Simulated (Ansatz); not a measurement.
LiF (Fm-3m) at 3 levels of theory

One geometry, relaxed with PBE; plane waves with PAW potentials in Ansatz, scalar-relativistic. No spin polarisation. Gaps are the least over mesh and band path; pressure is positive in compression, and isn't given for hybrids.

```cif
data_structure
_symmetry_space_group_name_H-M 'Fm-3m'
_symmetry_Int_Tables_number 225
_cell_length_a 4.0678
_cell_length_b 4.0678
_cell_length_c 4.0678
_cell_angle_alpha 90.000
_cell_angle_beta 90.000
_cell_angle_gamma 90.000
_cell_volume 67.31
loop_
_atom_site_label
_atom_site_type_symbol
_atom_site_symmetry_multiplicity
_atom_site_Wyckoff_symbol
_atom_site_fract_x
_atom_site_fract_y
_atom_site_fract_z
_atom_site_occupancy
Li1 Li 4 b 0.50000 0.00000 0.00000 1
F1 F 4 a 0.00000 0.00000 0.00000 1
```

| level | cutoff (eV) | k mesh | gap (eV) | pressure (GPa) |
| --- | --- | --- | --- | --- |
| PBE | 420 | 10×10×10 | 8.83 | 0.0 |

Q: What comes out on the same cell with HSE06, PBEsol?

A:
| level | cutoff (eV) | k mesh | gap (eV) | pressure (GPa) |
| --- | --- | --- | --- | --- |
| HSE06 | 420 | 8×8×8 | 11.12 | - |
| PBEsol | 420 | 10×10×10 | 8.66 | -2.9 |

The cell was reached from a generator's guess, though it ends in a space group that the Crystallography Open Database lists for this formula.
